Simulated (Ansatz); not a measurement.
## GeSe under strain — quadrupolar parameters

The cell is an entry of the Crystallography Open Database (COD), relaxed with PBE at fixed cell and then changed (z compressed by 3 %, ions relaxed).

```cif
data_structure
_symmetry_space_group_name_H-M 'P 1'
_symmetry_Int_Tables_number 1
_cell_length_a 10.8200
_cell_length_b 3.8500
_cell_length_c 4.2680
_cell_angle_alpha 90.000
_cell_angle_beta 90.000
_cell_angle_gamma 90.000
_cell_volume 177.79
loop_
_atom_site_label
_atom_site_type_symbol
_atom_site_fract_x
_atom_site_fract_y
_atom_site_fract_z
_atom_site_occupancy
Ge1 Ge 0.11948 0.25000 0.10775 1
Ge2 Ge 0.88052 0.75000 0.89225 1
Ge3 Ge 0.38052 0.75000 0.60775 1
Ge4 Ge 0.61948 0.25000 0.39225 1
Se5 Se 0.85539 0.25000 0.49164 1
Se6 Se 0.14461 0.75000 0.50836 1
Se7 Se 0.64461 0.75000 0.99164 1
Se8 Se 0.35539 0.25000 0.00836 1
```

Atom numbers follow the list; atoms alike are taken as one site, whose name carries the number of the first.

All values are calculated (Ansatz; DFT, PBE, plane waves and PAW, scalar-relativistic, 420 eV cutoff, Γ-centred 4×11×10 k-points, Fermi–Dirac smearing 0.02 eV), not measured.

Conventions: |V_zz| ≥ |V_yy| ≥ |V_xx|, η = (V_xx − V_yy)/V_zz, C_Q = eQV_zz/h.

73Ge: I = 9/2, Q = -196.0 mb. Nuclear quadrupole moments: year-2017 set (Pyykkö).

Task: Give the quadrupolar parameters of the distinct sites.

Result: 

```json
{"site": "Ge", "atoms (order as listed)": "1, 2, 3, 4", "first shell": "3 Se at 2.59 Å; also 3 Se at 3.21–3.29 Å", "V_zz (10²¹ V/m²)": "-5.72", "η": "0.38", "C_Q (MHz)": "27.1"}
{"site": "Se", "atoms (order as listed)": "5, 6, 7, 8", "first shell": "3 Ge at 2.59 Å; also 3 Ge at 3.21–3.29 Å", "V_zz (10²¹ V/m²)": "-7.80", "η": "0.03", "C_Q (MHz)": "–"}
```

At Ge V_zz stands upright on the plane through its three neighbours (within 9°).

Se has no stable isotope with a ground-state quadrupole moment in the table, so no C_Q is given.

With a gap of 0.4 eV on this mesh, the gradients can still move by some per cent as the k-mesh gets denser.
